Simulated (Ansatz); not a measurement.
**Cold compression of AlCo (begun as NiAs type, now distorted NiAs)**

```
CELL_PARAMETERS angstrom
2.72942 0.00000 0.00000
-1.36471 2.36374 0.00000
0.00000 0.00000 7.57318
ATOMIC_POSITIONS crystal
Co 0.00000 0.00000 0.00000
Co 0.00000 0.00000 0.50000
Al 0.33333 0.66667 0.25000
Al 0.66667 0.33333 0.75000
```

The cell comes from a relaxation on PAW files under the same functional, begun from a prototype that needn't be the stable phase.

The start type wasn't kept: the relaxed cell is distorted NiAs.

Its volume is scaled, and at each volume shape and atoms are relaxed on PAW files; all methods then take that cell.

Level of theory: DFT with PBE, scalar-relativistic, in Ansatz 0.2.0; a Γ-centred 10×10×6 k mesh, Fermi–Dirac smearing of 0.05 eV, no spin polarisation. LAPW: all electrons, basis error target 1 meV/atom; PAW: frozen-core files, cutoff 420 eV; crystal datasets: all electrons, by PAW datasets that the program makes for each cell; norm-conserving: pseudopotentials, cutoff 1306 eV; PAW (partial waves polarizable): frozen-core files, cutoff 420 eV.

Energies are extrapolated to zero smearing and count from the unscaled cell; pressure is positive in compression; gaps take the mesh and a band path. No temperature or zero-point motion is included.

Spin polarisation is left out, though a magnetic state may lie lower.

| V/V0 | V (Å³/atom) | P LAPW (GPa) | ΔE LAPW (eV/atom) | P PAW − LAPW (GPa) | ΔE PAW − LAPW (meV/atom) | space group | shortest distance (Å) |
| --- | --- | --- | --- | --- | --- | --- | --- |
| 1.00 | 12.21 | -0.03 | 0.000 | 0.06 | 0.0 | P6_3/mmc | 2.463 |
| 0.94 | 11.48 | ? | 0.024 | 0.10 | 0.4 | P6_3/mmc | 2.420 |
| 0.88 | 10.75 | 26.6 | 0.108 | 0.16 | 1.1 | P6_3/mmc | 2.373 |
| 0.80 | 9.77 | 57.1 | 0.356 | 0.30 | 2.6 | P6_3/mmc | 2.307 |
| 0.72 | 8.79 | 105.5 | 0.839 | 0.49 | 5.0 | P6_3/mmc | 2.232 |
| 0.64 | 7.82 | 184.2 | 1.702 | 0.63 | 8.6 | P6_3/mmc | 2.150 |
| 0.55 | 6.72 | 339.3 | 3.444 | 0.03 | 11.9 | P6_3/mmc | 2.046 |

What belongs in the row "0.94", column "P LAPW (GPa)"?

11.12.

Fit the Vinet equation to the LAPW pressures over the whole range, with residuals weighted by 1/(|P| + 0.03·Pmax).

V0 = 12.21 Å³/atom, B0 = 155 GPa and B0′ = 4.67, and the fit misses no point by more than 1.6 GPa. A fit over so wide a range pins B0 less well than one near rest.

From the table, what is the rise of the enthalpy H = E + pV up to the last row, and how stiff is the crystal between the last two rows?

ΔH = 3.444 eV + (339.3 GPa × 6.72 Å³ + 0.03 GPa × 12.21 Å³) × 0.006242 eV/(GPa·Å³) = 17.67 eV/atom, of which pV makes 81 %. The mean bulk modulus there is −ΔP/Δln V = 1020 GPa.

At the smallest volume, how far do crystal datasets and norm-conserving and PAW (partial waves polarizable) lie from LAPW in pressure?

crystal datasets: 0.00 GPa; norm-conserving: -2.94 GPa; PAW (partial waves polarizable): +0.03 GPa, on a LAPW pressure of 339.3 GPa.

How do the Löwdin populations by LAPW change from the unscaled cell to the last row?

Co 3s 1.96 → 1.91, Co 3d 8.02 → 8.27, Al 2s 1.98 → 1.94, Al 3s 0.97 → 0.79, Al 3p 2.36 → 2.42 electrons an atom. These are projections on the shells that the free atoms fill; 0.36 e a cell lies outside them at the start and 0.37 e at the end.
